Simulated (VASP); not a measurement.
Here is a VASP 6.6.1 calculation.

The input run.py:

```python
from ase.calculators.vasp import Vasp
from ase.io import read

atoms = read('POSCAR')
calc = Vasp(
    directory='calc',
    xc='rpbe',
    pp='PBE',
    setups='recommended',
    prec='Accurate',
    encut=600,
    ediff=1e-07,
    ismear=0,
    sigma=0.05,
    lreal=False,
    lasph=True,
    nelm=60,
    algo='Fast',
    isif=3,
    lwave=False,
    lcharg=False,
    lmaxmix=4,
    ldautype=2,
    ldauprint=1,
    ivdw=12,
    ibrion=2,
    nsw=60,
    ediffg=-0.005,
    ldau_luj={'Ta': {'L': 2, 'U': 8, 'J': 0}},
    kpts=[10, 10, 9],
    gamma=True,
)
atoms.calc = calc

print('energy (eV):', atoms.get_potential_energy())
print('free energy (eV):', atoms.get_potential_energy(force_consistent=True))
print('forces (eV/A):')
print(atoms.get_forces())
print('stress (eV/A^3, Voigt):', atoms.get_stress())
print('Fermi level (eV):', calc.get_fermi_level())
print('cell (A, degrees):', atoms.cell.cellpar())
print('volume (A^3):', atoms.get_volume())
print('scaled positions:')
print(atoms.get_scaled_positions())
```

File POSCAR:

```
TaN
1.0
    2.9380000000      0.0000000000      0.0000000000
   -1.4690000000      2.5443826363      0.0000000000
    0.0000000000      0.0000000000      2.8830000000
Ta N
1 1
Direct
    0.0000000000      0.0000000000      0.5000000000
    0.6666666667      0.3333333333      0.0000000000
```

Potentials or basis: VASP PAW PBE potentials, release 64 (Ta_pv, N).

The run is started by

```sh
$ python run.py
```

Q: What does it give for the dispersion energy per atom?

A: -2.802 eV.

Q: What does it give for the relaxed volume?

A: 10.62 Å³/atom.

Q: What does it give for the relaxed cell?

A: a = 2.919 Å, b = 2.919 Å, c = 2.880 Å, α = 90.00°, β = 90.00°, γ = 120.00°.

Eigenvalues of the final occupation matrices:
| site | spin | trace | eigenvalues |
| --- | --- | --- | --- |
| site 1 d | 1 | 1.10 | 0.16 0.16 0.24 0.24 0.30 |
| site 1 d | 2 | 1.10 | 0.16 0.16 0.24 0.24 0.30 |

Caveat: the PAW data sets were made with another functional, which shifts forces and pressure a little; U without spin polarisation on a metal has little footing; pairwise dispersion overbinds metals, which lowers pressure and volume. The run has no spin-orbit coupling, so splittings on Ta are missing.
